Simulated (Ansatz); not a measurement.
The system is PbS.

```
Pb S
1.0
     2.07995   -5.99130    0.00000
     2.07995    5.99130    0.00000
     0.00000    0.00000    4.27932
Pb S
2 2
Cartesian
  2.0800 4.4268 1.0698
  2.0800 -4.4268 3.2095
  2.0800 1.7399 1.0698
  2.0800 -1.7399 3.2095
```

Measurements of this composition are mostly on another form, of space group No. 225.

Program: Ansatz 0.2.0. Alike in all runs: task band structure; potentials or basis Ansatz PAW; cell as given; smearing fermi-dirac 0.05 eV.

Task: Order these runs on this cell by their pressure, lowest first.
A. level revPBE; spin off; k mesh 7 × 7 × 6; cutoff (eV) 420
B. level r2SCAN; spin off; k mesh 7 × 7 × 6; cutoff (eV) 500
C. level PBEsol; spin SOC, no magnetisation; k mesh 5 × 5 × 5; cutoff (eV) 420
D. level BLYP; spin off; k mesh 7 × 7 × 6; cutoff (eV) 420

Result: C (-2.1 GPa), B (-0.1 GPa), A (2.5 GPa), D (4.7 GPa).

Caveats: the PAW data sets come from PBE, with cores solved anew for the run's functional, which leaves a small shift of forces and pressure.
